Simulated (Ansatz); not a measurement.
Ge:

```
Ge
1.0
     1.48805   -2.59469    0.00000
     1.48805    2.59469    0.00000
     0.00000    0.00000    4.72760
Ge
2
Direct
  0.33345 0.66655 0.25000
  0.66655 0.33345 0.75000
```

This isn't the form of Ge at room conditions, which is diamond.

```yaml
Program: Ansatz 0.2.0
Task: relaxation of cell and atoms
Functional: PBE
Dispersion: D3(BJ)
Potentials_or_basis: Ansatz PAW
Cutoff: "420 eV (not typed: the program's choice for these potentials)"
k_mesh: 10 × 10 × 6
Occupations: fermi-dirac, width 0.05 eV
Spin: no spin polarisation
```

At the start: volume 18.25 Å³/atom.

Problem. Where does the relaxation end?

Solution. It ends after 22 steps and the volume is 18.51 Å³/atom (+1.4 %); space group P6/mmm (No. 191, to 0.05 Å).

The path:
| step | energy change (eV) | largest force (eV/Å) | volume (Å³) |
| --- | --- | --- | --- |
| 1 | 0.0000 | 0.0007 | 36.51 |
| 2 | -0.0059 | 0.0038 | 37.23 |
| 3 | -0.0066 | 0.0050 | 36.97 |
| 4 | -0.0068 | 0.0057 | 36.94 |
| 5 | -0.0068 | 0.0076 | 36.89 |
| 6 | -0.0070 | 0.0065 | 36.90 |
| 7 | -0.0071 | 0.0056 | 36.90 |
| 8 | -0.0084 | 0.0237 | 36.86 |
| 9 | -0.0383 | 0.0852 | 36.74 |
| 10 | -0.0937 | 0.1006 | 36.78 |
| 11 | -0.1298 | 0.0520 | 36.99 |
| 12 | -0.1342 | 0.0004 | 37.70 |
| 13 | -0.1409 | 0.0001 | 37.38 |
| 14 | -0.1417 | 0.0001 | 37.21 |
| 15 | -0.1424 | 0.0003 | 37.00 |
| 16 | -0.1437 | 0.0005 | 37.05 |
| 17 | -0.1442 | 0.0002 | 36.98 |
| 18 | -0.1443 | 0.0002 | 36.96 |
| 19 | -0.1444 | 0.0001 | 36.98 |
| 20 | -0.1460 | 0.0000 | 36.98 |
| 21 | -0.1460 | 0.0000 | 37.03 |
| 22 | -0.1460 | 0.0000 | 37.03 |

Final structure:
```
Ge
1.0
     1.42883   -2.47480    0.00000
     1.42883    2.47480    0.00000
     0.00000    0.00000    5.23546
Ge
2
Direct
  0.49996 0.50004 0.25000
  0.50004 0.49996 0.75000
```

Caveat: the plane-wave basis is chosen anew once the cell has moved, so the energies of steps on either side of that aren't comparable; pairwise dispersion overbinds metals, which lowers pressure and volume.
